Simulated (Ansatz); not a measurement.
# SnTe (Fm-3m) in Ansatz: further runs, part 2 of 2

Ansatz 0.2.0.

## (3) Single point, r2SCAN, 29.40 Å³/atom (volume scaled by 0.94)

File input.yaml:

```yaml
crystal:
  lattice:
    - [0.0, 3.0865288906, 3.0865288906]
    - [3.0865288906, 0.0, 3.0865288906]
    - [3.0865288906, 3.0865288906, 0.0]
  atoms:
    - { symbol: Te, position: [0.5, 0.5, 0.5] }
    - { symbol: Sn, position: [0.0, 0.0, 0.0] }
hamiltonian:
  xc: r2scan
  pseudopotentials: { kind: paw }
kpoints:
  mp_grid: { grid: [7, 7, 7] }
scf:
  occupations: { method: fermi_dirac, width: 0.05 }
output:
  forces: true
  stress: true
  eigenvalues: true
```

Potentials or basis: Ansatz PAW.

The run is started by

```sh
$ ansatz run input.yaml --threads 2 --pin off --max-ram 5120MiB --backend cpu --events-out ev --progress --plain --runs-dir out
```

The program printed:

```text
Warning: RAYON_NUM_THREADS=2 ignored (pool sized by the plan → 2); use --threads N
Engine: ansatz 0.2.0, aarch64-unknown-linux-gnu
Pseudopotentials: kind: paw
Pseudopotential: Te, paw, valence charge 16, recommended cutoff 500 eV (meta_gga), Te.paw.azcp
Pseudopotential: Sn, paw, valence charge 14, recommended cutoff 500 eV (meta_gga), Sn.paw.azcp
Functional definition: r2SCAN
  parameter k0 = 0.174
  parameter k1 = 0.065
  parameter a1 = 4.9479
  exchange = r2scan_x(k0 = k0, k1 = k1, a1 = a1)
  correlation = r2scan_c
Crystal: 2 atoms, lattice volume = 58.809 Å³
Basis set: ecut = 500 eV, 1459 PW (Γ), exchange–correlation on 128×128×128 points (64 copies of the dense FFT grid, shifted against one another)
Bands: 19, of which v1, the nominal top of the filled ones, is band 15 counted from 1 (14 counted from 0)
Symmetry: 48 space group operations
Space group: Fm-3m (ITA 225), of the structure as read, at distance tolerance 3.9e-5 Å
k-points: 20 of 343
Non-local potential: Te, projectors of the file, l = 0: 2, l = 1: 2, l = 2: 2, l = 3: 2
Non-local potential: Sn, projectors of the file, l = 0: 2, l = 1: 2, l = 2: 2, l = 3: 2
PAW form: soft (Blöchl's): semilocal exchange-correlation on the pseudo side does not see the compensation charge
PAW frozen core: Te, regenerated for the run's functional (the file was generated under x = pbe(κ = 0.804, μ = 0.2195149727645171), c = pbe(β = 0.06672455060314922))
PAW frozen core: Sn, regenerated for the run's functional (the file was generated under x = pbe(κ = 0.804, μ = 0.2195149727645171), c = pbe(β = 0.06672455060314922))
PAW one-centre angular grid: Te, 590 points (default); XC on 160 Gauss nodes
PAW one-centre angular grid: Sn, 590 points (default); XC on 249 of its mesh's 2787 points in the sphere
Initial density: superposition of atomic densities (neutral atoms: chi_scale 0, normalization atom), corrected by the library's trained network
Initial wavefunctions: pseudopotential atomic-orbital guess
Functional: x = r2scan, c = r2scan; τ floored in thin density (d = 2e-4 eV/Å³)
SCF iter   1: F=—  HF=-13033.887758 eV  |F-HF|=—  |Δ(HF+E_count)|=         —  Δρ=3.40e-3  dr2=4.03e-3  dr2_τ=7.71e-4  ethr=1.77e-3  ⟨swp⟩=5.9  Hψ=1967  notcnv=0
preconditioner: auto → none  [insulator: Δε(μ)=0.455 eV  Ē_g=9.502 eV  σ=0.050 eV  W_gap=0.98  n_scr=14 (ndim 8)  ℏωp=15.3 eV  f_vac=0.005  D(μ)=0.03/eV (n_scr^D=0)  ε∞_Penn≈3.6]
SCF iter   2: F=—  HF=-13033.903580 eV  |F-HF|=—  |Δ(HF+E_count)|=   1.58e-2  Δρ=1.38e-3  dr2=9.65e-4  dr2_τ=1.85e-5  ethr=1.34e-5  ⟨swp⟩=2.0  Hψ=820  notcnv=0
SCF iter   3: F=—  HF=-13033.903985 eV  |F-HF|=—  |Δ(HF+E_count)|=   4.04e-4  Δρ=5.16e-4  dr2=1.90e-4  dr2_τ=4.80e-6  ethr=3.22e-6  ⟨swp⟩=3.0  Hψ=730  notcnv=0
SCF iter   4: F=—  HF=-13033.903925 eV  |F-HF|=—  |Δ(HF+E_count)|=   5.97e-5  Δρ=1.57e-4  dr2=5.05e-6  dr2_τ=3.10e-7  ethr=6.35e-7  ⟨swp⟩=2.0  Hψ=578  notcnv=0
SCF iter   5: F=—  HF=-13033.903929 eV  |F-HF|=—  |Δ(HF+E_count)|=   3.59e-6  Δρ=3.57e-5  dr2=6.01e-7  dr2_τ=8.28e-9  ethr=1.68e-8  ⟨swp⟩=3.0  Hψ=615  notcnv=0
SCF iter   6: F=-13033.903929 eV  HF=-13033.903929 eV  |F-HF|=1.40e-8  |Δ(HF+E_count)|=   1.90e-7  Δρ=6.67e-6  dr2=4.45e-8  dr2_τ=2.28e-10  ethr=3.33e-10  ⟨swp⟩=7.5  Hψ=1891  notcnv=0
SCF 1 converged in 6 iterations: F = -13033.903929 eV  dr2 = 4.45e-8
SCF converged after 6 iterations
Free energy (F): -13033.903929 eV
Harris-Foulkes:  -13033.903929 eV  (|F-HF|=1.40e-8)
Internal energy: -13033.903471 eV  (E = F + TS)
E sigma→0 (E₀):  -13033.903700 eV
Entropy (-TS):   -0.000457 eV (-0.229 meV/atom)
Fermi energy:    10.786142 eV
--- Per-component energies (eV) ---
  E_band       = -350.477727
  E_kinetic    = 367.455989
  E_local      = -2056.887466  (includes V_loc(G=0)·N_el)
  E_nonlocal   = -343.436242
  E_hartree    = 1318.765385
  E_xc         = -491.807125
  E_vxc        = -218.334729  (∫ρ·V_xc dr)
  E_paw        = -8842.558445  (= ΣΔE_a)
  E_vpaw       = -750.203888  (= ΣTr[D̂ρ^β])
  E_aug_tail   = -0.000037  (compensation charges beyond the density's cutoff)
  E_vtau       = 13.398220  (kinetic-family band-sum trace: ∫τ·v_τ [+ j·A + Jᵃ·Aᵃ] dr)
  E_ewald      = -2986.455707
  E_core_change = 1.020175  (= ΣΔE_core)
  E_smearing   = -0.000457  (= −TS)
  E_closure    = 0.000000  (closes the sum)
  Σ components = -13033.903929   (vs F -13033.903929, Δ=0.00e0)
--- Forces (eV/Å), atoms counted from 1 ---
  atom   1  Te     0.00000000    -0.00000000    -0.00000000
  atom   2  Sn    -0.00000000     0.00000000     0.00000000
  max |Σ_I F_I| component: 2.38e-29 eV/Å
--- Stress (GPa, compression-positive) ---
        5.055220      -0.000000      -0.000000
        0.000000       5.055220      -0.000000
       -0.000000       0.000000       5.055220
  P = ⅓ Tr σ = 5.0552 GPa (50.552 kbar)
--- Band table (eV; the first three rows and the last of 20) ---
  k-point 0: bands = ["-27.5953", "-27.5953", "-27.5874", "-27.5874", "-27.5874", "-12.1351", "-12.1351", "-12.1263", "-12.1263", "-12.1263", "-3.2816", "6.2816", "8.0500", "8.0500", "8.0500", "14.2978", "14.2978", "14.2978", "15.5876"]
  k-point 1: bands = ["-27.5952", "-27.5952", "-27.5873", "-27.5872", "-27.5872", "-12.1368", "-12.1368", "-12.1260", "-12.1249", "-12.1249", "-3.0837", "4.9714", "8.0871", "8.0871", "9.0399", "13.3161", "13.3161", "13.4691", "15.5703"]
  k-point 2: bands = ["-27.5950", "-27.5950", "-27.5871", "-27.5868", "-27.5868", "-12.1410", "-12.1410", "-12.1253", "-12.1210", "-12.1210", "-2.5347", "3.1343", "8.2183", "8.2183", "9.9955", "11.9265", "11.9265", "12.2387", "16.3845"]
  k-point 19: bands = ["-27.5955", "-27.5946", "-27.5869", "-27.5864", "-27.5856", "-12.1556", "-12.1375", "-12.1237", "-12.1198", "-12.1127", "-1.2929", "2.5728", "4.9592", "5.7826", "9.2539", "11.9474", "15.0815", "16.1300", "16.3997"]
```

Wall time 4 s (2 threads of Arm Neoverse N1, shared host); peak memory 0.44 GiB.

What came out:

| Item | Value |
| --- | --- |
| Free energy | -13033.9039 eV |
| Pressure | 5.1 GPa |

Caveat: this odd mesh misses L, where the gap lies, so gap, dielectric constants and Born charges aren't listed; the PAW data sets come from PBE, with cores solved anew for the run's functional, which leaves a small shift of forces and pressure.

## (4) Single point, r2SCAN, 30.03 Å³/atom (volume scaled by 0.96)

Changes to input.yaml since step 3:

```diff
@@ -2,5 +2,5 @@
   lattice:
-    - [0.0, 3.0865288906, 3.0865288906]
-    - [3.0865288906, 0.0, 3.0865288906]
-    - [3.0865288906, 3.0865288906, 0.0]
+    - [0.0, 3.1082657258, 3.1082657258]
+    - [3.1082657258, 0.0, 3.1082657258]
+    - [3.1082657258, 3.1082657258, 0.0]
   atoms:
```

The run is started by

```sh
$ ansatz run input.yaml --threads 2 --pin off --max-ram 5120MiB --backend cpu --events-out ev --progress --plain --runs-dir out
```

Run time: 4.5 s. Hardware: 2 threads of Arm Neoverse N1, shared host; peak memory 0.51 GiB.

Results (log left out):

```yaml
Free_energy: -13033.9382 eV
Pressure: 3.7 GPa
```

Caveat: this odd mesh misses L, where the gap lies, so gap, dielectric constants and Born charges aren't listed; the PAW data sets come from PBE, with cores solved anew for the run's functional, which leaves a small shift of forces and pressure.

## (5) Single point, r2SCAN, 30.66 Å³/atom (volume scaled by 0.98)

Changes to input.yaml since step 4:

```diff
@@ -2,5 +2,5 @@
   lattice:
-    - [0.0, 3.1082657258, 3.1082657258]
-    - [3.1082657258, 0.0, 3.1082657258]
-    - [3.1082657258, 3.1082657258, 0.0]
+    - [0.0, 3.1297027185, 3.1297027185]
+    - [3.1297027185, 0.0, 3.1297027185]
+    - [3.1297027185, 3.1297027185, 0.0]
   atoms:
@@ -19 +19,5 @@
   eigenvalues: true
+  write_density: true
+  write_potential: true
+  elf: true
+  volumetric_format: npy
```

The run is started by

```sh
$ ansatz run input.yaml --threads 2 --pin off --max-ram 5120MiB --backend cpu --events-out ev --progress --plain --runs-dir out
```

It took 5.6 s on 2 threads of Arm Neoverse N1, shared host; peak memory 0.51 GiB.

The run converged. Its results:

- Free energy: -13033.9628 eV
- Pressure: 2.6 GPa

Caveat: this odd mesh misses L, where the gap lies, so gap, dielectric constants and Born charges aren't listed; the PAW data sets come from PBE, with cores solved anew for the run's functional, which leaves a small shift of forces and pressure.

## (6) Single point, r2SCAN, 31.28 Å³/atom

File input.yaml:

```yaml
crystal:
  lattice:
    - [0.0, 3.15085, 3.15085]
    - [3.15085, 0.0, 3.15085]
    - [3.15085, 3.15085, 0.0]
  atoms:
    - { symbol: Te, position: [0.5, 0.5, 0.5] }
    - { symbol: Sn, position: [0.0, 0.0, 0.0] }
hamiltonian:
  xc: r2scan
  pseudopotentials: { kind: paw }
kpoints:
  mp_grid: { grid: [7, 7, 7] }
scf:
  occupations: { method: fermi_dirac, width: 0.05 }
output:
  forces: true
  stress: true
  eigenvalues: true
```

Potentials or basis: Ansatz PAW.

The run is started by

```sh
$ ansatz run input.yaml --threads 2 --pin off --max-ram 5120MiB --backend cpu --events-out ev --progress --plain --runs-dir out
```

Run time: 4.6 s. Hardware: 2 threads of Arm Neoverse N1, shared host; peak memory 0.51 GiB.

The run converged. Its results:

```
Free energy : -13033.9786 eV
Pressure    : 1.5 GPa
```

Caveat: this odd mesh misses L, where the gap lies, so gap, dielectric constants and Born charges aren't listed; the PAW data sets come from PBE, with cores solved anew for the run's functional, which leaves a small shift of forces and pressure.

## (7) Single point, r2SCAN, 31.91 Å³/atom (volume scaled by 1.02)

Changes to input.yaml since step 6:

```diff
@@ -2,5 +2,5 @@
   lattice:
-    - [0.0, 3.15085, 3.15085]
-    - [3.15085, 0.0, 3.15085]
-    - [3.15085, 3.15085, 0.0]
+    - [0.0, 3.1717171644, 3.1717171644]
+    - [3.1717171644, 0.0, 3.1717171644]
+    - [3.1717171644, 3.1717171644, 0.0]
   atoms:
```

The run is started by

```sh
$ ansatz run input.yaml --threads 2 --pin off --max-ram 5120MiB --backend cpu --events-out ev --progress --plain --runs-dir out
```

Run time: 4.7 s. Hardware: 2 threads of Arm Neoverse N1, shared host; peak memory 0.51 GiB.

The run converged. Its results:

* Free energy: -13033.9866 eV
* Pressure: 0.6 GPa

Caveat: this odd mesh misses L, where the gap lies, so gap, dielectric constants and Born charges aren't listed; the PAW data sets come from PBE, with cores solved anew for the run's functional, which leaves a small shift of forces and pressure.

## (8) Single point, r2SCAN, 32.53 Å³/atom (volume scaled by 1.04)

Changes to input.yaml since step 7:

```diff
@@ -2,5 +2,5 @@
   lattice:
-    - [0.0, 3.1717171644, 3.1717171644]
-    - [3.1717171644, 0.0, 3.1717171644]
-    - [3.1717171644, 3.1717171644, 0.0]
+    - [0.0, 3.1923133075, 3.1923133075]
+    - [3.1923133075, 0.0, 3.1923133075]
+    - [3.1923133075, 3.1923133075, 0.0]
   atoms:
```

The run is started by

```sh
$ ansatz run input.yaml --threads 2 --pin off --max-ram 5120MiB --backend cpu --events-out ev --progress --plain --runs-dir out
```

Run time: 4.8 s. Hardware: 2 threads of Arm Neoverse N1, shared host; peak memory 0.51 GiB.

Results (log left out):

```
Free energy : -13033.9875 eV
Pressure    : -0.3 GPa
```

Caveat: this odd mesh misses L, where the gap lies, so gap, dielectric constants and Born charges aren't listed; the PAW data sets come from PBE, with cores solved anew for the run's functional, which leaves a small shift of forces and pressure.

## (9) Single point, r2SCAN, 33.16 Å³/atom (volume scaled by 1.06)

Changes to input.yaml since step 8:

```diff
@@ -2,5 +2,5 @@
   lattice:
-    - [0.0, 3.1923133075, 3.1923133075]
-    - [3.1923133075, 0.0, 3.1923133075]
-    - [3.1923133075, 3.1923133075, 0.0]
+    - [0.0, 3.2126470615, 3.2126470615]
+    - [3.2126470615, 0.0, 3.2126470615]
+    - [3.2126470615, 3.2126470615, 0.0]
   atoms:
```

Potentials or basis: Ansatz PAW.

The run is started by

```sh
$ ansatz run input.yaml --threads 2 --pin off --max-ram 5120MiB --backend cpu --events-out ev --progress --plain --runs-dir out
```

It took 4.9 s on 2 threads of Arm Neoverse N1, shared host; peak memory 0.51 GiB.

It converged, with:

* Free energy: -13033.9821 eV
* Pressure: -1.1 GPa

Caveat: this odd mesh misses L, where the gap lies, so gap, dielectric constants and Born charges aren't listed; the PAW data sets come from PBE, with cores solved anew for the run's functional, which leaves a small shift of forces and pressure.

## (10) Equation of state, r2SCAN

Potentials or basis: Ansatz PAW.

This step only gathers the single runs of the series.

Results:

- Equilibrium volume: 32.30 Å³/atom
- Bulk modulus: 44 GPa
- Pressure derivative of the bulk modulus: 4.4

Energy against volume, from the lowest point:
```
volume (Å³/atom)  energy (meV/atom)
          29.404              41.80
          30.030              24.67
          30.656              12.38
          31.281               4.45
          31.907               0.46
          32.532               0.00
          33.158               2.74
```

Caveat: this odd mesh misses L, where the gap lies, so gap, dielectric constants and Born charges aren't listed; the PAW data sets were made with another functional, which shifts forces and pressure a little.

## (11) How close it comes

Step 2. Measured gap of SnTe: 0.18 eV (direct; 300 K; a printed reference work, textbook). This calculation gives 0.07 eV (-0.11 eV). Spin-orbit coupling on Sn, Te is left out. The value is that of BLYP, without temperature or zero-point motion. Semilocal functionals fall short of measured gaps as a rule.
